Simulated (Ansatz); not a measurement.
Input of an Ansatz 0.2.0 run:

File input.yaml:

```yaml
crystal:
  lattice:
    - [4.6168523821, 0.0, 0.0]
    - [-2.3084261911, 3.9983114484, 0.0]
    - [0.0, 0.0, 6.653222]
  atoms:
    - { symbol: W, position: [0.50894, 0.004088, 0.50642] }
    - { symbol: W, position: [0.495317, 0.490006, 0.827955] }
    - { symbol: W, position: [-0.004245, 0.499137, 0.169921] }
    - { symbol: Si, position: [0.314302, 0.159544, 0.166243] }
    - { symbol: Si, position: [0.841421, 0.172294, 0.832791] }
    - { symbol: Si, position: [0.159636, 0.315337, 0.498337] }
    - { symbol: Si, position: [0.675099, 0.840233, 0.16179] }
    - { symbol: Si, position: [0.167493, 0.841907, 0.827576] }
    - { symbol: Si, position: [0.835744, 0.676712, 0.503176] }
hamiltonian:
  xc: pbesol
  pseudopotentials: { kind: paw }
kpoints:
  mp_grid: { grid: [7, 7, 4] }
scf:
  occupations: { method: fermi_dirac, width: 0.05 }
output:
  forces: true
  stress: true
  eigenvalues: true
```

Potentials or basis: Ansatz PAW.

Command:

```sh
$ ansatz run input.yaml --threads 4 --pin off --max-ram 11264MiB --backend cpu --events-out ev --progress --plain --runs-dir out
```

Task: What does it give for the pressure?

Result: -5.1 GPa.

Task: Predict the band gap on the k mesh.

Result: 0.04 eV, indirect (least direct gap 0.56 eV).

Forces in eV/Å, atoms in the order of the input:
```
W   -0.510 -0.460 -1.128
W   -0.059  0.846  0.899
W    0.189  0.156 -0.337
Si   0.673  0.176  0.070
Si  -0.037 -0.200  0.025
Si  -0.051  0.549  0.098
Si  -0.407 -0.337  0.220
Si  -0.007 -0.427  0.484
Si   0.210 -0.302 -0.331
```

Caveat: odd divisions of the mesh miss points on the zone boundary, where band edges often lie, so the gap on the mesh can be too wide; spin-orbit coupling is left out, which moves the levels of the heavy elements; the PAW data sets come from PBE, with cores solved anew for the run's functional, which leaves a small shift of forces and pressure. A k mesh can miss the band edges.
